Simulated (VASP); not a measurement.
# TiAl3 (I4/mmm) in VASP: a series of runs

The runs below take TiAl3 through single point, with r2SCAN+rVV10.

Program: VASP 6.6.1. These are calculated values, not measurements. Logs are shortened: lines on timing, memory, paths and dates and some standing lists are left out, and cuts for length are marked.

## Step 1: Starting point

Symmetry: I4/mmm, No. 139, tetragonal system. Conventional cell: a = 3.818 Å, b = 3.818 Å, c = 8.550 Å, α = 90.00°, β = 90.00°, γ = 90.00°. Ti (site symmetry 4/mmm) is surrounded by 12 Al at 2.70 to 2.87 Å. Al (site symmetry 4/mmm) is surrounded by 4 Ti at 2.70 Å and 8 Al at 2.87 Å. Around Al (site symmetry -4m2) lie 8 Al at 2.70 to 2.87 Å and 4 Ti at 2.87 Å.

The cell comes from a database or a generator and needn't be the stable form of this composition.

## Step 2: Single point, r2SCAN+rVV10

Input file POSCAR:

```
TiAl3
1.0
   -1.9090829321      1.9090829321      4.2747639382
    1.9090829321     -1.9090829321      4.2747639382
    1.9090829321      1.9090829321     -4.2747639382
Ti Al
1 3
Direct
    0.0000000000      0.0000000000      0.0000000000
    0.5000000000      0.5000000000      0.0000000000
    0.7500000000      0.2500000000      0.5000000000
    0.2500000000      0.7500000000      0.5000000000
```

Input file INCAR.step1:

```
SYSTEM = TiAl3
PREC     = Accurate       ! precision mode
ENCUT    = 520            ! plane-wave cutoff, eV
ISMEAR   = 0              ! smearing method
SIGMA    = 0.1            ! smearing width, eV
LREAL    = .FALSE.        ! projectors in reciprocal space
LASPH    = .TRUE.         ! aspherical terms in the spheres
NELM     = 100            ! most SCF steps
NBANDS   = 18             ! bands
GGA      = PE             ! functional
ALGO     = Normal         ! electronic algorithm
EDIFF    = 1E-4           ! SCF threshold, eV
LWAVE    = .TRUE.         ! write WAVECAR
LCHARG   = .FALSE.        ! write CHGCAR
```

Input file INCAR.step2:

```
SYSTEM = TiAl3
PREC     = Accurate       ! precision mode
ENCUT    = 520            ! plane-wave cutoff, eV
EDIFF    = 1E-7           ! SCF threshold, eV
ISMEAR   = 0              ! smearing method
SIGMA    = 0.1            ! smearing width, eV
LREAL    = .FALSE.        ! projectors in reciprocal space
LASPH    = .TRUE.         ! aspherical terms in the spheres
NELM     = 100            ! most SCF steps
ALGO     = Normal         ! electronic algorithm
ISIF     = 2              ! what is computed and relaxed
LWAVE    = .FALSE.        ! write WAVECAR
LCHARG   = .FALSE.        ! write CHGCAR
METAGGA  = R2SCAN         ! meta-GGA
LMIXTAU  = .TRUE.       
LUSE_VDW = .TRUE.       
IVDW_NL  = 2            
BPARAM   = 11.95        
CPARAM   = 0.0093       
NBANDS   = 18             ! bands
ISTART   = 1
```

Input file KPOINTS:

```
Automatic mesh
0
G
  16 16 16
  0 0 0
```

Potentials or basis: VASP PAW PBE potentials, release 64 (Ti_sv, Al).

Launch:

```sh
> cat potpaw_PBE.64/Ti_sv/POTCAR potpaw_PBE.64/Al/POTCAR > POTCAR
> cp INCAR.step1 INCAR
> mpirun -np 1 vasp_std > vasp.out
> cp INCAR.step2 INCAR
> mpirun -np 1 vasp_std > vasp.out
```

OUTCAR:

```text
SYSTEM = TiAl3
   PREC = Accurate
   ENCUT = 520
   EDIFF = 1E-7
   ISMEAR = 0
   LREAL = .FALSE.
   LASPH = .TRUE.
   NELM = 100
   ISIF = 2
   METAGGA = R2SCAN
   IVDW_NL = 2
   BPARAM = 11.95
   ISTART = 1

 ion  position               nearest neighbor table
   1  0.000  0.000  0.000-   2 2.70   2 2.70   2 2.70   2 2.70   4 2.87   3 2.87   4 2.87   4 2.87
                             3 2.87   3 2.87   4 2.87   3 2.87
   2  0.500  0.500  0.000-   1 2.70   1 2.70   1 2.70   1 2.70   4 2.87   3 2.87   4 2.87   3 2.87
                             4 2.87   4 2.87   3 2.87   3 2.87
   3  0.750  0.250  0.500-   4 2.70   4 2.70   4 2.70   4 2.70   2 2.87   1 2.87   2 2.87   1 2.87
                             2 2.87   2 2.87   1 2.87   1 2.87
   4  0.250  0.750  0.500-   3 2.70   3 2.70   3 2.70   3 2.70   2 2.87   1 2.87   2 2.87   2 2.87
                             1 2.87   1 2.87   2 2.87   1 2.87

  LATTYP: Found a body centered tetragonal cell.
 ALAT       =     3.8181658642
 C/A-ratio  =     2.2391714191

  Lattice vectors:

 A1 = (  -1.9090829321,   1.9090829321,   4.2747639382)
 A2 = (   1.9090829321,  -1.9090829321,   4.2747639382)
 A3 = (   1.9090829321,   1.9090829321,  -4.2747639382)

Analysis of symmetry for initial positions (statically):
=====================================================================
 Subroutine PRICEL returns:
 Original cell was already a primitive cell.

 Routine SETGRP: Setting up the symmetry group for a
 body centered tetragonal supercell.

 Subroutine GETGRP returns: Found 16 space group operations
 (whereof 16 operations were pure point group operations)
 out of a pool of 16 trial point group operations.

The static configuration has the point symmetry D_4h.

Analysis of symmetry for dynamics (positions and initial velocities):
=====================================================================
 Subroutine PRICEL returns:
 Original cell was already a primitive cell.

 Routine SETGRP: Setting up the symmetry group for a
 body centered tetragonal supercell.

 Subroutine GETGRP returns: Found 16 space group operations
 (whereof 16 operations were pure point group operations)
 out of a pool of 16 trial point group operations.

The dynamic configuration has the point symmetry D_4h.

 Subroutine INISYM returns: Found 16 space group operations
 (whereof 16 operations are pure point group operations),
 and found     1 'primitive' translations

----------------------------------------------------------------------------------------

                                     Primitive cell

  volume of cell :      62.3192

  direct lattice vectors                    reciprocal lattice vectors
    -1.909082932  1.909082932  4.274763938     0.000000000  0.261905856  0.116965523
     1.909082932 -1.909082932  4.274763938     0.261905856  0.000000000  0.116965523
     1.909082932  1.909082932 -4.274763938     0.261905856  0.261905856  0.000000000

  length of vectors
     5.055966971  5.055966971  5.055966971     0.286837255  0.286837255  0.370390814

  position of ions in fractional coordinates (direct lattice)
     0.000000000  0.000000000  0.000000000
     0.500000000  0.500000000  0.000000000
     0.750000000  0.250000000  0.500000000
     0.250000000  0.750000000  0.500000000

  ion indices of the primitive-cell ions
   primitive index   ion index
                 1           1
                 2           2
                 3           3
                 4           4

----------------------------------------------------------------------------------------

 KPOINTS: Automatic mesh

Automatic generation of k-mesh.
 Grid dimensions read from file:
 generate k-points for:   16   16   16

 Generating k-lattice:

  Cartesian coordinates                     Fractional coordinates (reciprocal lattice)
     0.000000000  0.016369116  0.007310345     0.062500000  0.000000000  0.000000000
     0.016369116  0.000000000  0.007310345     0.000000000  0.062500000  0.000000000
     0.016369116  0.016369116  0.000000000     0.000000000  0.000000000  0.062500000

  Length of vectors
     0.017927328  0.017927328  0.023149426

  Shift w.r.t. Gamma in fractional coordinates (k-lattice)
     0.000000000  0.000000000  0.000000000

 Subroutine IBZKPT returns following result:
 ===========================================

 Found    349 irreducible k-points:

 Following reciprocal coordinates:
            Coordinates               Weight
  0.000000  0.000000  0.000000      1.000000
  0.062500  0.000000  0.000000      8.000000
  0.125000  0.000000  0.000000      8.000000
  0.187500  0.000000 -0.000000      8.000000
  0.250000  0.000000  0.000000      8.000000
  0.312500  0.000000 -0.000000      8.000000
[... 16 lines left out ...]
 -0.125000  0.062500  0.000000     16.000000
 -0.062500  0.062500  0.000000      4.000000
 [... further k-points ...]
   k-points           NKPTS =    349   k-points in BZ     NKDIM =    349   number of bands    NBANDS=     18
   number of dos      NEDOS =    301   number of ions     NIONS =      4
   total plane-waves  NPLWV =  64000
   dimension x,y,z NGX =    40 NGY =   40 NGZ =   40
   dimension x,y,z NGXF=    80 NGYF=   80 NGZF=   80
   ions per type =               1   3
   NGX,Y,Z   is equivalent  to a cutoff of  13.15, 13.15, 13.15 a.u.
   NGXF,Y,Z  is equivalent  to a cutoff of  26.30, 26.30, 26.30 a.u.
 SYSTEM =  TiAl3
   PREC   = accura    normal or accurate (medium, high low for compatibility)
   ISTART =      1    job   : 0-new  1-cont  2-samecut
   ICHARG =      0    charge: 1-file 2-atom 10-const
   ISPIN  =      1    spin polarized calculation?
   LNONCOLLINEAR =      F non collinear calculations
   LSORBIT =      F    spin-orbit coupling
   LASPH  =      T    aspherical Exc in radial PAW
   ENCUT  =  520.0 eV  38.22 Ry    6.18 a.u.   9.40  9.40  9.40*2*pi/ulx,y,z
   NELM   =    100;   NELMIN=  2; NELMDL=  0     # of ELM steps
   EDIFF  = 0.1E-06   stopping-criterion for ELM
   LREAL  =      F    real-space projection
   EDIFFG = 0.1E-05   stopping-criterion for IOM
   NSW    =      0    number of steps for IOM
   IBRION =     -1    ionic relax: 0-MD 1-quasi-New 2-CG
   NFREE  =      0    steps in history (QN), initial steepest desc. (CG)
   ISIF   =      2    stress and relaxation
   ISYM   =      2    0-nonsym 1-usesym 2-fastsym
   POTIM  = 0.5000    time-step for ionic-motion
   TEBEG  =    0.0;   TEEND  =   0.0 temperature during run
   PSTRESS=    0.0 pullay stress
   NELECT =      21.0000    total number of electrons
   NUPDOWN=      -1.0000    fix difference up-down
   EMIN   =  10.00;   EMAX   =-10.00  energy-range for DOS
   EFERMI =   0.00;   METHOD = LEGACY
   ISMEAR =     0;   SIGMA  =   0.10  broadening in eV -4-tet -1-fermi 0-gaus
   EFERMI_NEDOS =   21; number of points for ismear=-14 and -15
   IALGO  =     38    algorithm
   IMIX   =      4    mixing-type and parameters
     AMIX     =   0.40;   BMIX     =  1.00
     AMIX_MAG =   1.60;   BMIX_MAG =  1.00
  volume/ion in A,a.u.               =      15.58       105.14
  Fermi-wavevector in a.u.,A,eV,Ry     =   1.139219  2.152812 17.657923  1.297821
  Thomas-Fermi vector in A             =   2.275923
   LORBIT       =      0    0 simple, 1 ext, 2 COOP (PROOUT), +10 PAW based schemes
   METAGGA = R2SCAN    functional components
   LHFCALC =     F    Hartree Fock is set to
   AEXX    =    0.0000 exact exchange contribution
   IVDW_NL    =     2    kernel type
   BPARAM     =11.9500
   IVDW    =     0    specifies the selected vdW correction
   LEPSILON=     F    determine dielectric tensor
   LRPA    =     F    only Hartree local field effects (RPA)
 non-spin polarized calculation
 Gauss-broadening in eV      SIGMA  =   0.10
  energy-cutoff  :      520.00
  volume of cell :       62.32
 maximum number of plane-waves:      1696
 NGX is ok and might be reduce to    40

 number of electron      20.9999999 magnetization

 Free energy of the ion-electron system (eV)
  ---------------------------------------------------
  ext. energy  EPLUGINS =         0.00000000
  ---------------------------------------------------
  free energy    TOTEN  =       -34.43552504 eV

  energy without entropy =      -34.42735371  energy(sigma->0) =      -34.43143937

 E-fermi :   8.3975     XC(G=0): -11.5835

 val. band max:        8.3962799223   @ k =  -0.1875   0.2500   0.1875
 cond. band min:       8.4016686388   @ k =  -0.3750  -0.4375   0.3750
 fundamental gap:      0.0053887165
 Fermi energy:         8.3974629973

 k-point     1 :       0.0000    0.0000    0.0000
  band No.  band energies     occupation
      1     -50.3915      2.00000
      2     -25.6661      2.00000
      3     -25.6661      2.00000
      4     -25.5943      2.00000
      5      -2.3788      2.00000
      6       5.4160      2.00000
[... 10 lines left out ...]
     17      12.4913      0.00000
     18      12.5123      0.00000

 k-point     2 :       0.0625    0.0000    0.0000
  band No.  band energies     occupation
      1     -50.3914      2.00000
      2     -25.6673      2.00000
      3     -25.6660      2.00000
      4     -25.5942      2.00000
      5      -2.3269      2.00000
      6       5.0575      2.00000
[... 10 lines left out ...]
     17      12.5216      0.00000
     18      12.7947      0.00000

 k-point     3 :       0.1250    0.0000    0.0000
  band No.  band energies     occupation
      1     -50.3913      2.00000
      2     -25.6707      2.00000
      3     -25.6658      2.00000
      4     -25.5941      2.00000
      5      -2.1719      2.00000
      6       4.6879      2.00000
[... 10 lines left out ...]
     17      12.5761      0.00000
     18      13.5153      0.00000

 k-point     4 :       0.1875    0.0000   -0.0000
  band No.  band energies     occupation
      1     -50.3910      2.00000
      2     -25.6757      2.00000
      3     -25.6655      2.00000
      4     -25.5938      2.00000
      5      -1.9155      2.00000
      6       4.3049      2.00000
[... 375 lines left out ...]
      4     -25.5936      2.00000
      5      -1.9147      2.00000
      6       4.6288      2.00000
[... 10 lines left out ...]
     17      12.9417      0.00000
     18      14.3517      0.00000

 k-point    23 :      -0.1250    0.0625    0.0000
  band No.  band energies     occupation
      1     -50.3912      2.00000
      2     -25.6706      2.00000
      3     -25.6670      2.00000
      4     -25.5939      2.00000
      5      -2.1542      2.00000
      6       5.0730      2.00000
[... 10 lines left out ...]
     17      12.7742      0.00000
     18      13.5396      0.00000

 k-point    24 :      -0.0625    0.0625    0.0000
  band No.  band energies     occupation
      1     -50.3914      2.00000
      2     -25.6673      2.00000
      3     -25.6671      2.00000
      4     -25.5941      2.00000
      5      -2.2921      2.00000
      6       5.4466      2.00000
[... 10 lines left out ...]
     17      12.6595      0.00000
     18      12.8674      0.00000

 [... further k-points ...]
[... 5 lines left out ...]
  --------------------------------------------------------------------------------------
  -------------------------------------------------------------------------------------
  Total       -0.0246160     -0.0246160     -0.0138173      0.0000000     -0.0000000      0.0000000
  in kB       -0.6328579     -0.6328579     -0.3552307      0.0000000     -0.0000000      0.0000000
  external PRESSURE =      -0.5403155 kB  Pullay stress =       0.0000000 kB

 VOLUME and BASIS-vectors are now :
 -----------------------------------------------------------------------------
  energy-cutoff  :      520.00
  volume of cell :       62.32
      direct lattice vectors                 reciprocal lattice vectors
    -1.909082932  1.909082932  4.274763938     0.000000000  0.261905856  0.116965523
     1.909082932 -1.909082932  4.274763938     0.261905856  0.000000000  0.116965523
     1.909082932  1.909082932 -4.274763938     0.261905856  0.261905856  0.000000000

 POSITION                                       TOTAL-FORCE (eV/Angst)
 -----------------------------------------------------------------------------------
      0.00000      0.00000      0.00000         0.000000      0.000000      0.000000
      0.00000      0.00000      4.27476         0.000000      0.000000      0.000000
      0.00000      1.90908      2.13738        -0.000000      0.000000     -0.000000
      1.90908      0.00000      2.13738        -0.000000     -0.000000      0.000000
 -----------------------------------------------------------------------------------
    total drift:                               -0.000000     -0.000000      0.000000

  FREE ENERGIE OF THE ION-ELECTRON SYSTEM (eV)
  ---------------------------------------------------
  free  energy   TOTEN  =       -34.4355250354 eV

  energy  without entropy=      -34.4273537053  energy(sigma->0) =      -34.43143937
```

Wall time 21 min (1 thread of Intel Xeon 6975P-C (Granite Rapids), shared host); peak memory 0.75 GiB.

What came out:

```
Free energy            : -34.4355 eV
Pressure               : -0.1 GPa
Band gap on the k mesh : none (metal or under the smearing width)
```

Caveat: the PAW data sets were made with another functional, which shifts forces and pressure a little.

## Step 3: Single point, r2SCAN+rVV10

This run uses another cell than the first one, of 15.63 Å³/atom, 1.004 times its volume.

Input file POSCAR:

```
TiAl3
1.0
   -1.9111067700      1.9111067700      4.2806687900
    1.9111067700     -1.9111067700      4.2806687900
    1.9111067700      1.9111067700     -4.2806687900
Ti Al
1 3
Direct
    0.0000000000      0.0000000000      0.0000000000
    0.5000000000      0.5000000000      0.0000000000
    0.7500000000      0.2500000000      0.5000000000
    0.2500000000      0.7500000000      0.5000000000
```

Input file INCAR.step1:

```
ALGO     = Normal         # electronic algorithm
EDIFF    = 1E-4           # SCF threshold, eV
ENCUT    = 520            # plane-wave cutoff, eV
GGA      = PE             # functional
ISMEAR   = 0              # smearing method
LASPH    = T              # aspherical terms in the spheres
LCHARG   = F              # write CHGCAR
LREAL    = F              # projectors in reciprocal space
LWAVE    = T              # write WAVECAR
NBANDS   = 18             # bands
NELM     = 100            # most SCF steps
PREC     = Accurate       # precision mode
SIGMA    = 0.1            # smearing width, eV
```

Input file INCAR.step2:

```
ALGO     = Normal         # electronic algorithm
BPARAM   = 11.95        
CPARAM   = 0.0093       
EDIFF    = 1E-7           # SCF threshold, eV
ENCUT    = 520            # plane-wave cutoff, eV
ISIF     = 2              # what is computed and relaxed
ISMEAR   = 0              # smearing method
ISTART   = 1            
IVDW_NL  = 2            
LASPH    = T              # aspherical terms in the spheres
LCHARG   = F              # write CHGCAR
LMIXTAU  = T            
LREAL    = F              # projectors in reciprocal space
LUSE_VDW = T            
LWAVE    = F              # write WAVECAR
METAGGA  = R2SCAN         # meta-GGA
NBANDS   = 18             # bands
NELM     = 100            # most SCF steps
PREC     = Accurate       # precision mode
SIGMA    = 0.1            # smearing width, eV
```

Input file KPOINTS:

```
k-points
0
Gamma
  6 6 6
```

Potentials or basis: VASP PAW PBE potentials, release 64 (Ti_sv, Al).

Launch:

```sh
> cat potpaw_PBE.64/Ti_sv/POTCAR potpaw_PBE.64/Al/POTCAR > POTCAR
> cp INCAR.step1 INCAR
> mpirun -np 1 vasp_std > vasp.out
> cp INCAR.step2 INCAR
> mpirun -np 1 vasp_std > vasp.out
```

Run time: 3.1 min. Hardware: 1 thread of Intel Xeon 6975P-C (Granite Rapids), shared host; peak memory 0.5 GiB.

Results (log left out):

```yaml
Free_energy: -34.4406 eV
Pressure: -0.4 GPa
Band_gap_on_the_k_mesh: none (metal or under the smearing width)
```

Stress tensor (GPa, compression positive):
```
-0.49  0.00  0.00
 0.00 -0.49  0.00
 0.00  0.00 -0.37
```

Levels at points of the mesh, in eV from the Fermi level:
```csv
k point,band 9,band 10,band 11,band 12,band 13,band 14
"(0.00, 0.00, 0.00)",-1.32,-1.32,0.85,1.74,1.74,2.18
"(0.50, 0.00, 0.00)",-1.17,-0.27,0.56,2.05,2.16,2.91
"(0.50, 0.50, 0.00)",-3.04,-2.36,-1.07,1.94,2.22,2.76
"(0.50, 0.50, 0.50)",-1.06,-0.28,0.77,0.77,0.98,3.21
```

Caveat: the k mesh is coarse (spacing up to 0.39 Å⁻¹), so the values aren't converged; the PAW data sets were made with another functional, which shifts forces and pressure a little.
